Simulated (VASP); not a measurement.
# InP (F-43m) in VASP: a series of runs

Runs on InP. Level: LDA. Tasks: single point.

Everything below comes from runs of VASP 6.6.1. Logs are shortened: lines on timing, memory, paths and dates and some standing lists are left out, and cuts for length are marked.

## Step 1: The undisturbed crystal

Symmetry: F-43m, No. 216, cubic system. The conventional cell has a = 5.861 Å, b = 5.861 Å, c = 5.861 Å, α = 90.00°, β = 90.00°, γ = 90.00°. In (site symmetry -43m) has 4 P at 2.54 Å as nearest neighbours. Around P (site symmetry -43m) lie 4 In at 2.54 Å.

## Step 2: Single point, LDA (grid = ENCUT=400 dk=0.45 cell=2x2x2 ISMEAR=0 SIGMA=0.05 LREAL=Auto EDIFF=1e-06)

INCAR reads:

```
ALGO     = Fast           # electronic algorithm
EDIFF    = 1E-6           # SCF threshold, eV
ENCUT    = 400            # plane-wave cutoff, eV
ISIF     = 2              # what is computed and relaxed
ISMEAR   = 0              # smearing method
LASPH    = T              # aspherical terms in the spheres
LCHARG   = F              # write CHGCAR
LREAL    = Auto         
LWAVE    = F              # write WAVECAR
NBANDS   = 80             # bands
NELM     = 120            # most SCF steps
PREC     = Accurate       # precision mode
SIGMA    = 0.05           # smearing width, eV
```

KPOINTS reads:

```
k-points
0
Gamma
  3 3 3
```

POSCAR reads:

```
InP
1.0
    0.0000000000      5.8610000000      5.8610000000
    5.8610000000      0.0000000000      5.8610000000
    5.8610000000      5.8610000000      0.0000000000
P In
8 8
Direct
    0.0000000000      0.0000000000      0.0000000000
    0.3750000000      0.3750000000      0.3750000000
    0.3750000000      0.3750000000      0.8750000000
    0.3750000000      0.8750000000      0.3750000000
    0.8750000000      0.3750000000      0.3750000000
    0.8750000000      0.3750000000      0.8750000000
    0.8750000000      0.8750000000      0.3750000000
    0.8750000000      0.8750000000      0.8750000000
    0.0000000000      0.0000000000      0.5000000000
    0.0000000000      0.5000000000      0.0000000000
    0.0000000000      0.5000000000      0.5000000000
    0.5000000000      0.0000000000      0.0000000000
    0.5000000000      0.0000000000      0.5000000000
    0.5000000000      0.5000000000      0.0000000000
    0.5000000000      0.5000000000      0.5000000000
    0.3750000000      0.8750000000      0.8750000000
```

Potentials or basis: VASP PAW LDA potentials, release 64 (P, In_d).

The run is started by

```console
$ cat potpaw_LDA.64/P/POTCAR potpaw_LDA.64/In_d/POTCAR > POTCAR
$ mpirun -np 1 vasp_std > vasp.out
```

OUTCAR:

```text
EDIFF = 1E-6
   ENCUT = 400
   ISIF = 2
   ISMEAR = 0
   LASPH = T
   LREAL = Auto
   NELM = 120
   PREC = Accurate

 Found      6 irreducible k-points:

 Following reciprocal coordinates:
            Coordinates               Weight
  0.000000  0.000000  0.000000      1.000000
  0.333333  0.000000  0.000000      2.000000
  0.000000  0.333333  0.000000      6.000000
  0.333333  0.333333  0.000000      6.000000
 -0.333333  0.333333  0.000000      6.000000
  0.000000 -0.333333  0.333333      6.000000
   k-points           NKPTS =      6   k-points in BZ     NKDIM =      6   number of bands    NBANDS=     80
   number of dos      NEDOS =    301   number of ions     NIONS =     16
   total plane-waves  NPLWV = 157464
   dimension x,y,z NGX =    54 NGY =   54 NGZ =   54
   dimension x,y,z NGXF=   108 NGYF=  108 NGZF=  108
   ions per type =               8   8
   NGX,Y,Z   is equivalent  to a cutoff of  10.83, 10.83, 10.83 a.u.
   NGXF,Y,Z  is equivalent  to a cutoff of  21.66, 21.66, 21.66 a.u.
 SYSTEM =  unknown system
   PREC   = accura    normal or accurate (medium, high low for compatibility)
   ISTART =      0    job   : 0-new  1-cont  2-samecut
   ICHARG =      2    charge: 1-file 2-atom 10-const
   ISPIN  =      1    spin polarized calculation?
   LNONCOLLINEAR =      F non collinear calculations
   LSORBIT =      F    spin-orbit coupling
   LASPH  =      T    aspherical Exc in radial PAW
   ENCUT  =  400.0 eV  29.40 Ry    5.42 a.u.  13.52 13.52 13.52*2*pi/ulx,y,z
   NELM   =    120;   NELMIN=  2; NELMDL= -5     # of ELM steps
   EDIFF  = 0.1E-05   stopping-criterion for ELM
   LREAL  =      T    real-space projection
   EDIFFG = 0.1E-04   stopping-criterion for IOM
   NSW    =      0    number of steps for IOM
   IBRION =     -1    ionic relax: 0-MD 1-quasi-New 2-CG
   NFREE  =      0    steps in history (QN), initial steepest desc. (CG)
   ISIF   =      2    stress and relaxation
   ISYM   =      2    0-nonsym 1-usesym 2-fastsym
   POTIM  = 0.5000    time-step for ionic-motion
   TEBEG  =    0.0;   TEEND  =   0.0 temperature during run
   PSTRESS=    0.0 pullay stress
   NELECT =     144.0000    total number of electrons
   NUPDOWN=      -1.0000    fix difference up-down
   EMIN   =  10.00;   EMAX   =-10.00  energy-range for DOS
   EFERMI =   0.00;   METHOD = LEGACY
   ISMEAR =     0;   SIGMA  =   0.05  broadening in eV -4-tet -1-fermi 0-gaus
   EFERMI_NEDOS =   21; number of points for ismear=-14 and -15
   IALGO  =     68    algorithm
   IMIX   =      4    mixing-type and parameters
     AMIX     =   0.40;   BMIX     =  1.00
     AMIX_MAG =   1.60;   BMIX_MAG =  1.00
  volume/ion in A,a.u.               =      25.17       169.83
  Fermi-wavevector in a.u.,A,eV,Ry     =   1.162021  2.195901 18.371846  1.350293
  Thomas-Fermi vector in A             =   2.298587
   LORBIT       =      0    0 simple, 1 ext, 2 COOP (PROOUT), +10 PAW based schemes
   GGA     = CA    functional components
   LHFCALC =     F    Hartree Fock is set to
   AEXX    =    0.0000 exact exchange contribution
   IVDW    =     0    specifies the selected vdW correction
   LEPSILON=     F    determine dielectric tensor
   LRPA    =     F    only Hartree local field effects (RPA)
 non-spin polarized calculation
 RMM-DIIS sequential band-by-band and
 Gauss-broadening in eV      SIGMA  =   0.05
  energy-cutoff  :      400.00
  volume of cell :      402.67
 maximum number of plane-waves:      7391
 NGX is ok and might be reduce to    54
   NGX = 27   NGY = 27   NGZ = 27

 number of electron     144.0000074 magnetization

 Free energy of the ion-electron system (eV)
  ---------------------------------------------------
  ext. energy  EPLUGINS =         0.00000000
  ---------------------------------------------------
  free energy    TOTEN  =       -73.84076297 eV

  energy without entropy =      -73.83285839  energy(sigma->0) =      -73.83681068

 E-fermi :   5.5276     XC(G=0):  -9.6252

 val. band max:        5.5258776666   @ k =   0.3333   0.0000   0.0000
 cond. band min:       5.5635939703   @ k =   0.3333   0.3333   0.0000
 fundamental gap:      0.0377163037
 Fermi energy:         5.5275580337

 k-point     1 :       0.0000    0.0000    0.0000
  band No.  band energies     occupation
      1      -9.6159      2.00000
      2      -9.6159      2.00000
      3      -9.4303      2.00000
      4      -9.3922      2.00000
      5      -9.3922      2.00000
      6      -9.3882      2.00000
[... 72 lines left out ...]
     79       6.5616      0.00000
     80       6.9196      0.00000

 k-point     2 :       0.3333    0.0000    0.0000
  band No.  band energies     occupation
      1      -9.6157      2.00000
      2      -9.6157      2.00000
      3      -9.4170      2.00000
      4      -9.3949      2.00000
      5      -9.3781      2.00000
      6      -9.3781      2.00000
[... 72 lines left out ...]
     79       7.6277      0.00000
     80       8.1910      0.00000

 k-point     3 :       0.0000    0.3333    0.0000
  band No.  band energies     occupation
      1      -9.6229      2.00000
      2      -9.6149      2.00000
      3      -9.4097      2.00000
      4      -9.3915      2.00000
      5      -9.3822      2.00000
      6      -9.3722      2.00000
[... 72 lines left out ...]
     79       7.3400      0.00000
     80       7.4882      0.00000

 k-point     4 :       0.3333    0.3333    0.0000
  band No.  band energies     occupation
      1      -9.6225      2.00000
      2      -9.6152      2.00000
      3      -9.4090      2.00000
      4      -9.3858      2.00000
      5      -9.3778      2.00000
      6      -9.3720      2.00000
[... 72 lines left out ...]
     79       7.6845      0.00000
     80       7.8030      0.00000

 k-point     5 :      -0.3333    0.3333    0.0000
  band No.  band energies     occupation
      1      -9.6225      2.00000
      2      -9.6149      2.00000
      3      -9.4003      2.00000
      4      -9.3927      2.00000
      5      -9.3743      2.00000
      6      -9.3640      2.00000
[... 72 lines left out ...]
     79       8.4529      0.00000
     80       8.6630      0.00000

 k-point     6 :       0.0000   -0.3333    0.3333
  band No.  band energies     occupation
      1      -9.6246      2.00000
      2      -9.6161      2.00000
      3      -9.3933      2.00000
      4      -9.3886      2.00000
      5      -9.3824      2.00000
      6      -9.3608      2.00000
[... 72 lines left out ...]
     79       8.4770      0.00000
     80       8.5485      0.00000

------------------------ aborting loop because EDIFF is reached ----------------------------------------

  FORCE on cell =-STRESS in cart. coord.  units (eV):
  Direction    XX          YY          ZZ          XY          YZ          ZX
  --------------------------------------------------------------------------------------
  -------------------------------------------------------------------------------------
  Total       -0.0560587     -0.0560587     -0.0560587      0.7958047     -0.7958047      0.7958047
  in kB       -0.2230532     -0.2230532     -0.2230532      3.1664447     -3.1664447      3.1664447
  external PRESSURE =      -0.2230532 kB  Pullay stress =       0.0000000 kB

 VOLUME and BASIS-vectors are now :
 -----------------------------------------------------------------------------
  energy-cutoff  :      400.00
  volume of cell :      402.67
      direct lattice vectors                 reciprocal lattice vectors
     0.000000000  5.861000000  5.861000000    -0.085309674  0.085309674  0.085309674
     5.861000000  0.000000000  5.861000000     0.085309674 -0.085309674  0.085309674
     5.861000000  5.861000000  0.000000000     0.085309674  0.085309674 -0.085309674

 POSITION                                       TOTAL-FORCE (eV/Angst)
 -----------------------------------------------------------------------------------
      0.00000      0.00000      0.00000         0.385697     -0.385697     -0.385697
      4.39575      4.39575      4.39575        -0.110926      0.013016      0.013016
      7.32625      7.32625      4.39575        -0.013016      0.110926      0.013016
      7.32625      4.39575      7.32625        -0.013016      0.013016      0.110926
      4.39575      7.32625      7.32625         0.027538     -0.027538     -0.027538
      7.32625     10.25675      7.32625        -0.568091      0.568091     -0.868254
[... 8 lines left out ...]
      5.86100      5.86100      5.86100         0.060857     -0.060857     -0.060857
     10.25675      7.32625      7.32625         0.895985     -0.895985     -0.895985
 -----------------------------------------------------------------------------------
    total drift:                               -0.000184      0.000180      0.000181

  FREE ENERGIE OF THE ION-ELECTRON SYSTEM (eV)
  ---------------------------------------------------
  free  energy   TOTEN  =       -73.8407629674 eV

  energy  without entropy=      -73.8328583941  energy(sigma->0) =      -73.83681068
```

Run time: 2.7 min. Hardware: 1 thread of Intel Xeon 6975P-C (Granite Rapids), shared host; peak memory 0.33 GiB.

These settings aren't checked as converged: the numbers below hold their error.

Results:

```
Free energy            : -73.8408 eV
Pressure               : 0.0 GPa
Largest force          : 1.552 eV/Å
Band gap on the k mesh : none (metal or under the smearing width)
```

## Step 3: Single point, LDA (grid = ENCUT=460 dk=0.45 cell=2x2x2 ISMEAR=0 SIGMA=0.05 LREAL=Auto EDIFF=1e-06)

Changes to INCAR since step 2:

```diff
@@ -2,3 +2,3 @@
 EDIFF    = 1E-6           # SCF threshold, eV
-ENCUT    = 400            # plane-wave cutoff, eV
+ENCUT    = 460            # plane-wave cutoff, eV
 ISIF     = 2              # what is computed and relaxed
```

KPOINTS is that of step 2.

POSCAR is that of step 2.

Potentials or basis: VASP PAW LDA potentials, release 64 (P, In_d).

The run is started by

```console
$ cat potpaw_LDA.64/P/POTCAR potpaw_LDA.64/In_d/POTCAR > POTCAR
$ mpirun -np 1 vasp_std > vasp.out
```

OUTCAR:

```text
EDIFF = 1E-6
   ENCUT = 460
   ISIF = 2
   ISMEAR = 0
   LASPH = T
   LREAL = Auto
   NELM = 120
   PREC = Accurate

 Found      6 irreducible k-points:

 Following reciprocal coordinates:
            Coordinates               Weight
  0.000000  0.000000  0.000000      1.000000
  0.333333  0.000000  0.000000      2.000000
  0.000000  0.333333  0.000000      6.000000
  0.333333  0.333333  0.000000      6.000000
 -0.333333  0.333333  0.000000      6.000000
  0.000000 -0.333333  0.333333      6.000000
   k-points           NKPTS =      6   k-points in BZ     NKDIM =      6   number of bands    NBANDS=     80
   number of dos      NEDOS =    301   number of ions     NIONS =     16
   total plane-waves  NPLWV = 216000
   dimension x,y,z NGX =    60 NGY =   60 NGZ =   60
   dimension x,y,z NGXF=   120 NGYF=  120 NGZF=  120
   ions per type =               8   8
   NGX,Y,Z   is equivalent  to a cutoff of  12.03, 12.03, 12.03 a.u.
   NGXF,Y,Z  is equivalent  to a cutoff of  24.07, 24.07, 24.07 a.u.
 SYSTEM =  unknown system
   PREC   = accura    normal or accurate (medium, high low for compatibility)
   ISTART =      0    job   : 0-new  1-cont  2-samecut
   ICHARG =      2    charge: 1-file 2-atom 10-const
[... 65 lines left out ...]
  band No.  band energies     occupation
      1      -9.6187      2.00000
      2      -9.6187      2.00000
      3      -9.4321      2.00000
      4      -9.3938      2.00000
      5      -9.3938      2.00000
      6      -9.3903      2.00000
[... 487 lines left out ...]
     79       8.4094      0.00000
     80       8.5572      0.00000

------------------------ aborting loop because EDIFF is reached ----------------------------------------

  FORCE on cell =-STRESS in cart. coord.  units (eV):
  Direction    XX          YY          ZZ          XY          YZ          ZX
  --------------------------------------------------------------------------------------
  -------------------------------------------------------------------------------------
  Total        0.2252883      0.2252883      0.2252883      0.7944353     -0.7944353      0.7944353
  in kB        0.8964044      0.8964044      0.8964044      3.1609960     -3.1609960      3.1609960
  external PRESSURE =       0.8964044 kB  Pullay stress =       0.0000000 kB

 VOLUME and BASIS-vectors are now :
 -----------------------------------------------------------------------------
  energy-cutoff  :      460.00
  volume of cell :      402.67
      direct lattice vectors                 reciprocal lattice vectors
     0.000000000  5.861000000  5.861000000    -0.085309674  0.085309674  0.085309674
     5.861000000  0.000000000  5.861000000     0.085309674 -0.085309674  0.085309674
     5.861000000  5.861000000  0.000000000     0.085309674  0.085309674 -0.085309674

 POSITION                                       TOTAL-FORCE (eV/Angst)
 -----------------------------------------------------------------------------------
      0.00000      0.00000      0.00000         0.386281     -0.386281     -0.386281
      4.39575      4.39575      4.39575        -0.110421      0.013477      0.013477
      7.32625      7.32625      4.39575        -0.013477      0.110421      0.013477
      7.32625      4.39575      7.32625        -0.013477      0.013477      0.110421
      4.39575      7.32625      7.32625         0.028035     -0.028035     -0.028035
      7.32625     10.25675      7.32625        -0.567608      0.567608     -0.867503
[... 8 lines left out ...]
      5.86100      5.86100      5.86100         0.060806     -0.060806     -0.060806
     10.25675      7.32625      7.32625         0.895994     -0.895994     -0.895994
 -----------------------------------------------------------------------------------
    total drift:                               -0.000157      0.000156      0.000157

  FREE ENERGIE OF THE ION-ELECTRON SYSTEM (eV)
  ---------------------------------------------------
  free  energy   TOTEN  =       -73.8403731935 eV

  energy  without entropy=      -73.8324383603  energy(sigma->0) =      -73.83640578
```

stdout:

```text
POSCAR found type information on POSCAR P In
 POSCAR found :  2 types and      16 ions
 scaLAPACK will be used
 LDA part: xc-table for (Slater(with rela. corr.)+CA(PZ))
 , standard interpolation
 POSCAR, INCAR and KPOINTS ok, starting setup
 FFT: planning ... GRIDC
 FFT: planning ... GRID_SOFT
 FFT: planning ... GRID
 WAVECAR not read
 entering main loop
```

Wall time 4 min (1 thread of Intel Xeon 6975P-C (Granite Rapids), shared host); peak memory 0.41 GiB.

The run converged, but some of its settings lie outside the range that counts as converged, so its numbers aren't taken as properties of the crystal.

What came out:

```yaml
Free_energy: -73.8404 eV
Pressure: 0.1 GPa
Largest_force: 1.552 eV/Å
Band_gap_on_the_k_mesh: none (metal or under the smearing width)
```

## Step 4: The reference run

An earlier run on the cell as given: functional PBEsol; potentials or basis VASP PAW PBE potentials, release 64 (In_d, P); cutoff 520 eV; k mesh 8 × 8 × 8; occupations fermi-dirac, width 0.05 eV; no spin polarisation.

- Pressure: 0.6 GPa
- Band gap on the k mesh: 0.61 eV, direct
